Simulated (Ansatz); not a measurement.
Computed with Ansatz, not measured. Plane-wave DFT: an element X is put into a periodic supercell of the crystal below and the atoms relax. X is one of the candidates, and is told by the neutral defect's formation energy over the elements (uncorrected), its moments where the run had spin, and its relaxed neighbours, eight at most.

```
cell
1.0
    -2.5131    2.5131    3.6859
     2.5131   -2.5131    3.6859
     2.5131    2.5131   -3.6859
Si O
2 4
Direct
  0.0000 0.0000 0.0000
  0.7500 0.2500 0.5000
  0.3750 0.2175 0.3425
  0.9675 0.6250 0.8425
  0.7825 0.1250 0.1575
  0.8750 0.0325 0.6575
```

host atoms in supercell: 24
functional: PBE
wave cutoff: 420 eV
k mesh: 2, 2, 2
k shift: 0.5, 0.5, 0.5 mesh steps
gaussian smearing: 0.02 eV
start displacement: 0.05 angstrom
electrons started on: no chosen atoms
candidate elements: H, Li, Cu, Sr, Zr, In
found formation energy: 2.426 eV
found moment change of cell: 1 muB
found absolute moment of cell: 1.02 muB
found largest move from host sites: 0.024 angstrom
found added atom moment: 0.79 muB

```tsv
supercell vector	supercell times a (host cell vectors)	supercell times b (host cell vectors)	supercell times c (host cell vectors)
A	-1	1	0
B	-1	-1	-2
C	-1	-1	0
```

```tsv
change element	change kind	change place a (host cell vectors)	change place b (host cell vectors)	change place c (host cell vectors)
X	interstitial	-1.75	-1.25	-1.5
```

```tsv
found neighbour element	found neighbour distance (angstrom)
O	2.584
O	2.589
O	2.592
O	2.594
O	3.057
O	3.079
O	3.082
O	3.084
```

Task: Which element is X?

Result: H.

Caveats: one random start near the defect, so other minima are possible; the supercell is small.
